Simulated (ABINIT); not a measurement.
## CuO in ABINIT: convergence with nband

Input of the first run (nband 14); the others differ in this setting and in those tied to it:

File run.abi:

```
# Pseudopotentials
pp_dirpath "./"
pseudos "29_Cu_19_1.7_1.9_pbe_n_v1.0.psp8, 08_O_6_1.2_1.4_pbe_n_v1.0.psp8"

# Structure
acell 3*1.0 Angstrom
rprim
     2.8363251100     0.0000000000     0.0000000000
    -1.4181625500     2.4563296000     0.0000000000
     0.0000000000     0.0000000000     2.7681127800
ntypat 2
znucl 29 8
natom 2
typat 1 2
xred
     0.0118650000     0.0046010000    -0.0191100000
     0.6452750000     0.3278360000     0.5076110000
chkprim 0
chksymtnons 0
tolsym 1.0e-6

# Plane-wave basis
ecut 40.0

# k points
kptopt 1
ngkpt 8 8 7
nshiftk 1
shiftk 0.0 0.0 0.0

# Exchange and correlation
ixc 15

# Bands and occupations
nband 14
occopt 3
tsmear 0.05 eV

# SCF cycle
nstep 100
tolvrs 1.0e-10

# Output
iomode 3
prtwf 0
prtden 0
prteig 0
prtebands 0
```

Potentials or basis: SPMS NC PBE v1.0.

Run with:

```bash
$ mpirun --bind-to none -np 4 abinit run.abi > log 2>&1
```

The cell isn't the ideal one: atoms moved at random, drawn with an rms of 0.05 Å.

The cell comes from a database or a generator and needn't be the stable form of this composition.

Hardware: 4 MPI ranks on Arm Neoverse V2 (shared host).

```tsv
nband	energy less the tightest run, at zero smearing (meV/atom)	SCF cycles	CPU time (s)
14	0.00	14	150
15	0.00	14	160
16	0.00	13	160
17	0.00	13	170
18	0.00	13	180
21	0.00	12	200
27	0.00	12	270
```

Against the tightest run, the energy stays within 1 meV/atom from 14 on. The tightest run that finished is the yardstick and may itself not be fully converged.

Caveat, for the tightest run too: an odd number of electrons without spin polarisation forces a metal; a magnetic or distorted state may lie lower; the run has no spin polarisation, though such a crystal can be magnetic.
